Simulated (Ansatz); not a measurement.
**KCl: from a trial structure to a relaxed crystal**

Method: DFT r2SCAN, scalar-relativistic, plane waves, PAW (Ansatz 0.2.0).

The start puts KCl on the CoSn structure type (P6/mmm, No. 191), with K in place of Co, Cl in place of Sn, at a guessed volume.

The final relaxation ran on this input, with the default PAW datasets:

```yaml
crystal:
  lattice:
    - [7.2842252315, 0.0, 0.0]
    - [-3.6421126158, 6.3083240974, 0.0]
    - [0.0, 0.0, 4.4361485221]
  atoms:
    - { symbol: K, position: [0.5, 0.0, 0.0] }
    - { symbol: K, position: [0.5, 0.5, 0.0] }
    - { symbol: K, position: [0.0, 0.5, 0.0] }
    - { symbol: Cl, position: [0.0, 0.0, 0.0] }
    - { symbol: Cl, position: [0.3333333333, 0.6666666667, 0.5] }
    - { symbol: Cl, position: [0.6666666667, 0.3333333333, 0.5] }
basis:
  ecutwfc: 500
kpoints:
  mp_grid: { grid: [6, 6, 6] }
hamiltonian:
  xc: r2scan
scf:
  occupations: { method: gaussian, width: 0.02 }
output:
  forces: true
  stress: true
  eigenvalues: true
  write_density: true
  write_potential: true
  elf: true
  volumetric_format: npy
relax:
  adjacent_minimum: "off"
  f_tol: 0.01
  max_steps: 80
  cell: { stress_tol: 0.05 }
```

Launched as:

```bash
ansatz run input.yaml --threads 1 --pin off --max-ram 3072MiB --backend cpu --events-out ev --progress --plain --runs-dir out
```

It took 51 s on 1 thread of Arm Neoverse V1, on a shared host, peak memory 0.94 GiB.

End of the output:

```
SCF converged after 5 iterations
Free energy (F): -7890.136313 eV
Harris-Foulkes:  -7890.136313 eV  (|F-HF|=6.37e-12)
Internal energy: -7890.136313 eV  (E = F + TS)
E sigma→0 (E₀):  -7890.136313 eV
Fermi energy:    3.325383 eV
--- Per-component energies (eV) ---
  E_band       = -471.654683
  E_kinetic    = 1246.266746
  E_local      = -2829.486779  (includes V_loc(G=0)·N_el)
  E_nonlocal   = 122.393005
  E_hartree    = 980.765329
  E_xc         = -716.108960
  E_vxc        = -966.625332  (∫ρ·V_xc dr)
  E_paw        = -4363.309932  (= ΣΔE_a)
  E_vpaw       = -61.452273  (= ΣTr[D̂ρ^β])
  E_aug_tail   = 0.000101  (compensation charges beyond the density's cutoff)
  E_vtau       = 55.719202  (kinetic-family band-sum trace: ∫τ·v_τ [+ j·A + Jᵃ·Aᵃ] dr)
  E_ewald      = -2329.658046
  E_core_change = -0.997776  (= ΣΔE_core)
  E_smearing   =  0.000000  (= −TS)
  E_closure    = 0.000000  (closes the sum)
  Σ components = -7890.136313   (vs F -7890.136313, Δ=0.00e0)
--- Forces (eV/Å), atoms counted from 1 ---
  atom   1  K      0.00000000     0.00000000     0.00000000
  atom   2  K      0.00000000     0.00000000     0.00000000
  atom   3  K      0.00000000     0.00000000     0.00000000
  atom   4  Cl     0.00000000     0.00000000     0.00000000
  atom   5  Cl     0.00000000     0.00000000     0.00000000
  atom   6  Cl     0.00000000     0.00000000     0.00000000
  max |Σ_I F_I| component: 5.78e-19 eV/Å
--- Stress (GPa, compression-positive) ---
        0.017639       0.000000       0.000000
        0.000000       0.017639       0.000000
        0.000000       0.000000       0.004586
  P = ⅓ Tr σ = 0.0133 GPa (0.133 kbar)
--- Relaxed structure (1 steps of the walk, 1 accepted, 1 SCFs on fresh bases) ---
  F+E_penalty+E_count = -7890.13631285 eV   max|allowed force component| = 3.469e-18 eV/Å   (the final SCF, on the basis selected at the relaxed cell)
  cell:  # Å, volume = 203.8466 Å³
    - [7.284225, 0.000000, 0.0]
    - [-3.642113, 6.308324, 0.0]
    - [0.0, 0.0, 4.436149]
  atoms:
    - { symbol: K, position: [0.5, 0.000000, 0.0] }
    - { symbol: K, position: [0.5, 0.500000, 0.0] }
    - { symbol: K, position: [0.0, 0.500000, 0.0] }
    - { symbol: Cl, position: [0.0, 0.0, 0.0] }
    - { symbol: Cl, position: [0.333333, 0.666667, 0.500000] }
    - { symbol: Cl, position: [0.666667, 0.333333, 0.500000] }
```

Total energies depend on the potentials used, so only differences within one code and one set of settings carry meaning.

The result has space group P6/mmm (No. 191). Around K lie 4 Cl at 3.06 Å, 2 Cl at 3.64 Å and 4 K at 3.64 Å; Cl on Wyckoff site a (1 atom of the primitive cell) is coordinated by 6 K at 3.64 Å; around Cl on Wyckoff site d (2 atoms of the primitive cell) lie 6 K at 3.06 Å.

Against the elements it lies at -2.024 eV/atom. Formation energies are uncorrected and refer to the elements' standard structures at the same level (Cl₂ as a molecule).

Symmetry constrained the relaxation, so the result can be a saddle point.